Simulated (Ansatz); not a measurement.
Ni₃Ge: hydrostatic pressure series

The calculation used DFT r2SCAN, scalar-relativistic, plane waves, PAW in Ansatz. Run with 500 eV cutoff, 12×12×12 k-mesh, Gaussian smearing of 0.10 eV, no spin polarisation.

Reference structure (relaxed):

```xyz
4
Lattice="3.5326 0.0000 0.0000 0.0000 3.5326 0.0000 0.0000 0.0000 3.5326" Properties=species:S:1:pos:R:3 pbc="T T T"
Ni    1.7663    0.0000    1.7663
Ni    0.0000    1.7663    1.7663
Ni    1.7663    1.7663    0.0000
Ge    0.0000    0.0000    0.0000
```

Cell and atoms are relaxed at each pressure within the symmetry of the start, at zero temperature, so transitions that lower the symmetry aren't seen. The k-mesh given is that at zero pressure and may differ at others. a, b and c are the lengths of the cell vectors above. ΔH is E + PV over the energy at zero pressure.

```
P (GPa) V (Å³/atom) V/V0  a (Å) b (Å) c (Å)  ΔH (eV/atom)
     -3        11.18  1.014  3.550  3.550  3.550        -0.208
      0        11.02  1.000  3.533  3.533  3.533         0.000
      3        10.87  0.986  3.516  3.516  3.516         0.205
      8        10.65  0.966  3.492  3.492  3.492         0.541
     15            ?      ?      ?      ?      ?             ?
     30         9.90  0.898  3.408  3.408  3.408         1.948
     60            ?      ?      ?      ?      ?             ?
```

Question: What stands in the row for 15 GPa?

Answer: V 10.38 Å³/atom; V/V0 0.941; a 3.462 Å; b 3.462 Å; c 3.462 Å; ΔH 1.000 eV/atom.

Question: What stands in the row for 60 GPa?

Answer: V 9.20 Å³/atom; V/V0 0.835; a 3.326 Å; b 3.326 Å; c 3.326 Å; ΔH 3.732 eV/atom.